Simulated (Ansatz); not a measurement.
input.yaml (Ansatz)

```yaml
crystal:
  lattice:
    - [0.0, 2.4514950161, 2.4514950161]
    - [2.4514950161, 0.0, 2.4514950161]
    - [2.4514950161, 2.4514950161, 0.0]
  atoms:
    - { symbol: Fe, position: [0.125, 0.125, 0.125], spin: 2.5 }
    - { symbol: Fe, position: [0.875, 0.875, 0.875], spin: 2.5 }
hamiltonian:
  xc: revpbe
  pseudopotentials:
    kind: paw
    azcp:
      Fe: "pseudopotentials/Fe.paw.azcp"
basis:
  ecutwfc: 420
  fft_grid_basis: typed
kpoints:
  mp_grid: { grid: [18, 18, 18], shift: [0, 0, 0] }
magnetization:
  spin_polarized: true
scf:
  occupations: { method: fermi_dirac, width: 0.05 }
output:
  write_density: true
  write_potential: true
  elf: true
  volumetric_format: npy
```

Terminal output

```
Engine: ansatz 0.2.0, x86_64-unknown-linux-gnu
Pseudopotentials: kind: paw
Pseudopotential: Fe, paw, valence charge 16, recommended cutoff 420 eV (normal) 
Functional definition: revPBE
  parameter kappa = 1.245
  parameter beta = 0.06672455060314922
  exchange = pbe_x(kappa = kappa, mu = beta*pi^2/3)
  correlation = pbe_c(beta = beta)
Crystal: 2 atoms, lattice volume = 29.466 Å³
Basis set: ecut = 420 eV, 561 PW (Γ)
Bands: 23, of which v1, the nominal top of the filled ones, is band 16 counted from 1 (15 counted from 0)
Symmetry: 48 space group operations
Space group: Fd-3m (ITA 227), of the structure as read, at distance tolerance 3.1e-5 Å
Magnetic group: BNS 227.128 (UNI 1630), of the structure as read, at distance tolerance 3.1e-5 Å
k-points: 195 of 5832
Non-local potential: Fe, projectors of the file, l = 0: 3, l = 1: 2, l = 2: 3, l = 3: 1
PAW form: soft (Blöchl's): semilocal exchange-correlation on the pseudo side does not see the compensation charge
PAW frozen core: Fe, regenerated for the run's functional, and the local potential with it (the file was generated under x = pbe(κ = 0.804, μ = 0.2195149727645171), c = pbe(β = 0.06672455060314922))
PAW one-centre angular grid: Fe, 590 points (default); XC on 64 Gauss nodes
Initial density: superposition of atomic densities (chi_scale 0.1, normalization cell)
Starting moments: Σ|m| = 5 μB on 2 of 2 sites
Initial wavefunctions: pseudopotential atomic-orbital guess
Functional: x = revpbe(κ = 1.245, μ = 0.2195149727645171), c = pbe(β = 0.06672455060314922)
SCF iter   1: F=—  HF=-8964.360266 eV  |F-HF|=—  |Δ(HF+E_count)|=         —  Δρ=2.19e-1 (↑2.19e-1 ↓1.53e-1)  dr2=1.17e0  dr2_m=9.13e0  M=1.161 μB ∫|m|=1.181 μB  β_m=0.30  ethr=3.10e-3  ⟨swp⟩=5.5  Hψ=34067  notcnv=0
Mixer restart at iter 1: flushing history
spin=Collinear: Kerker preconditioning applied to the charge; magnetization (m = ρ↑ − ρ↓) channel mixes plain (no charge-response kernel on spin).
SCF iter   2: F=—  HF=-8963.843972 eV  |F-HF|=—  |Δ(HF+E_count)|=   5.16e-1  Δρ=1.41e-1 (↑1.41e-1 ↓1.31e-1)  dr2=2.52e-1  dr2_m=4.91e0  M=1.025 μB ∫|m|=1.049 μB  β_m=0.65  ethr=3.10e-3  ⟨swp⟩=2.1  Hψ=14543  notcnv=0  defer=252
SCF iter   3: F=—  HF=-8965.522863 eV  |F-HF|=—  |Δ(HF+E_count)|=    1.68e0  Δρ=6.15e-2 (↑6.15e-2 ↓2.29e-2)  dr2=3.41e-1  dr2_m=3.93e-1  M=0.352 μB ∫|m|=0.400 μB  β_m=0.62  ethr=7.89e-4  ⟨swp⟩=3.4  Hψ=19407  notcnv=0  defer=252
SCF iter   4: F=—  HF=-8965.228666 eV  |F-HF|=—  |Δ(HF+E_count)|=   2.94e-1  Δρ=1.55e-2 (↑5.66e-3 ↓1.55e-2)  dr2=1.31e-1  dr2_m=1.58e-2  M=0.175 μB ∫|m|=0.224 μB  β_m=0.81  ethr=7.89e-4  ⟨swp⟩=3.0  Hψ=20323  notcnv=0  defer=237
SCF iter   5: F=—  HF=-8965.185547 eV  |F-HF|=—  |Δ(HF+E_count)|=   4.31e-2  Δρ=9.52e-3 (↑6.27e-3 ↓9.52e-3)  dr2=3.92e-2  dr2_m=1.56e-3  M=0.008 μB ∫|m|=0.028 μB  β_m=0.90  ethr=4.08e-4  ⟨swp⟩=2.4  Hψ=14952  notcnv=0  defer=235
SCF iter   6: F=—  HF=-8965.200980 eV  |F-HF|=—  |Δ(HF+E_count)|=   1.54e-2  Δρ=5.53e-3 (↑5.53e-3 ↓4.18e-3)  dr2=1.65e-2  dr2_m=1.96e-4  M=0.025 μB ∫|m|=0.035 μB  β_m=0.95  ethr=1.23e-4  ⟨swp⟩=2.0  Hψ=13482  notcnv=0  defer=220
SCF iter   7: F=—  HF=-8965.200251 eV  |F-HF|=—  |Δ(HF+E_count)|=   7.29e-4  Δρ=1.49e-3 (↑1.49e-3 ↓4.48e-4)  dr2=3.23e-4  dr2_m=2.16e-4  M=0.016 μB ∫|m|=0.021 μB  β_m=0.98  ethr=5.17e-5  ⟨swp⟩=2.0  Hψ=14384  notcnv=0  defer=220
SCF iter   8: F=—  HF=-8965.200353 eV  |F-HF|=—  |Δ(HF+E_count)|=   1.02e-4  Δρ=4.58e-4 (↑4.58e-4 ↓2.47e-4)  dr2=1.18e-4  dr2_m=3.84e-6  M=0.003 μB ∫|m|=0.004 μB  β_m=0.99  ethr=1.01e-6  ⟨swp⟩=2.5  Hψ=14895  notcnv=0  defer=219
SCF iter   9: F=—  HF=-8965.200334 eV  |F-HF|=—  |Δ(HF+E_count)|=   1.96e-5  Δρ=9.59e-5 (↑9.59e-5 ↓9.27e-5)  dr2=1.29e-7  dr2_m=2.35e-6  M=0.001 μB ∫|m|=0.002 μB  β_m=0.99  ethr=3.70e-7  ⟨swp⟩=2.0  Hψ=11828  notcnv=0  defer=219
SCF iter  10: F=—  HF=-8965.200334 eV  |F-HF|=—  |Δ(HF+E_count)|=   1.05e-8  Δρ=2.11e-5 (↑6.38e-6 ↓2.11e-5)  dr2=1.49e-7  dr2_m=3.00e-8  M=-0.000 μB ∫|m|=0.000 μB  β_m=1.00  ethr=4.04e-10  ⟨swp⟩=2.0  Hψ=15436  notcnv=0  defer=219
SCF iter  11: F=—  HF=-8965.200334 eV  |F-HF|=—  |Δ(HF+E_count)|=   6.47e-8  Δρ=4.80e-6 (↑4.80e-6 ↓4.35e-6)  dr2=2.40e-8  dr2_m=1.22e-10  M=0.000 μB ∫|m|=0.000 μB  β_m=1.00  ethr=4.04e-10  ⟨swp⟩=2.1  Hψ=11858  notcnv=0  defer=219
SCF iter  12: F=-8965.200334 eV  HF=-8965.200334 eV  |F-HF|=3.89e-10  |Δ(HF+E_count)|=   6.40e-9  Δρ=1.17e-6 (↑1.17e-6 ↓5.85e-7)  dr2=6.00e-10  dr2_m=2.84e-11  M=0.000 μB ∫|m|=0.000 μB  ethr=7.49e-11  ⟨swp⟩=3.4  Hψ=25703  notcnv=0
SCF 1 converged in 12 iterations: F = -8965.200334 eV  dr2 = 6.00e-10
WARN: the starting moments were not kept: the SCF closed with an absolute magnetisation of 1.6e-5 μB, where they sum to 5 μB in size (2 sites). That is at most 0.1 of that sum. Measured as dr2_m measures the in/out step, that magnetisation stands 2.4e-10 eV from none, at or under the dr2_threshold of 1.0e-7 eV: it is no larger than a step whose dr2_m would equal this threshold. The system may hold no moment; this SCF shows only that its start led to no more than that. To try another start: raise the starting moments (crystal.atoms[].spin, magnetization.per_species, magnetization.initial_magnetization, or on a non-collinear deck that types none of these the spinor_matrix: blocks that start its atoms; where the total moment is fixed, keep their sum and leave initial_magnetization as it is; typed ones take the place of any that the run laid by itself, positive ones on a crystal's lanthanoids without a Hubbard term where scf.initial_density.shell_occupations: [] is typed) or, if the notice of its spin-set hold's release reads "site moments contracting" or "site moments show no strong build", lengthen the hold (scf.mixing.spin_hold: { on: { confirm: 4 } }; for m-r²SCAN on two components see the key's manual first). Each may lead to a state that holds a moment. A second SCF, from the converged charge density, with the starting moments and any scf.initial_density.shell_occupations laid on it anew, would have followed, and was not run: the deck does not ask for one (magnetization.retry_lost_moments is false, the default). To let it run, set magnetization.retry_lost_moments: true and run the deck again, where that key's refused combinations let it; where memory then withholds it, that run's warning says so.
SCF converged after 12 iterations
Magnetization: 0.0000 μB (16.0000 up, 16.0000 down)
Absolute magnetization: 0.0000 μB (∫|ρ↑−ρ↓|, with the PAW one-centre terms)
Spin contamination: 0.0000 ħ² per cell (⟨S²⟩ above its minimum at these occupations)
Per-site moments (μB) at R_I (Å): [(7.711286677362756e-6, 0.8757609964923356), (7.711286677387037e-6, 0.8757609964923356)]
Free energy (F): -8965.200334 eV
Harris-Foulkes:  -8965.200334 eV  (|F-HF|=3.89e-10)
Internal energy: -8965.178995 eV  (E = F + TS)
E sigma→0 (E₀):  -8965.189665 eV
Entropy (-TS):   -0.021338 eV (-10.669 meV/atom)
Fermi energy:    13.331785 eV
--- Per-component energies (eV) ---
  E_band       = -591.835105
  E_kinetic    = 711.164440
  E_local      = -5334.556396  (includes V_loc(G=0)·N_el)
  E_nonlocal   = 433.046822
  E_hartree    = 2251.872701
  E_xc         = -235.499844
  E_vxc        = -302.852355  (∫ρ·V_xc dr)
  E_paw        = -2741.079830  (= ΣΔE_a)
  E_vpaw       = -602.386944  (= ΣTr[D̂ρ^β])
  E_aug_tail   = 0.001664  (compensation charges beyond the density's cutoff)
  E_ewald      = -4050.059920
  E_core_change = -0.068632  (= ΣΔE_core)
  E_smearing   = -0.021338  (= −TS)
  E_closure    = 0.000000  (closes the sum)
  Σ components = -8965.200334   (vs F -8965.200334, Δ=0.00e0)
--- Band table (eV; the first three rows and the last of 390) ---
  k-point 0 ↑: bands = ["-73.8398", "-73.4743", "-39.9812", "-39.9812", "-39.9812", "-39.4165", "-39.4165", "-39.4165", "6.7024", "10.6518", "10.6518", "10.9297", "10.9297", "10.9297", "12.9568", "12.9568", "12.9568", "14.5488", "14.5488", "27.3848", "27.3848", "27.3848", "27.6209"]
  k-point 1 ↑: bands = ["-73.8377", "-73.4763", "-39.9833", "-39.9833", "-39.9809", "-39.4172", "-39.4144", "-39.4144", "6.7655", "10.6082", "10.6082", "10.9330", "10.9903", "10.9903", "12.9220", "12.9514", "12.9514", "14.5487", "14.5487", "25.8425", "26.8050", "26.8050", "28.1350"]
  k-point 2 ↑: bands = ["-73.8314", "-73.4823", "-39.9893", "-39.9893", "-39.9802", "-39.4192", "-39.4084", "-39.4084", "6.9528", "10.5367", "10.5367", "10.9448", "11.1072", "11.1072", "12.8202", "12.9410", "12.9410", "14.5469", "14.5469", "24.1171", "26.1866", "26.1866", "27.7760"]
  k-point 194 ↓: bands = ["-73.6548", "-73.6548", "-40.1101", "-40.1101", "-39.7044", "-39.7044", "-39.2923", "-39.2923", "9.8597", "9.8597", "11.3300", "11.3300", "11.8941", "11.8941", "12.3279", "12.3279", "14.7523", "14.7523", "16.4610", "16.4610", "17.0128", "17.0128", "28.2968"]
```
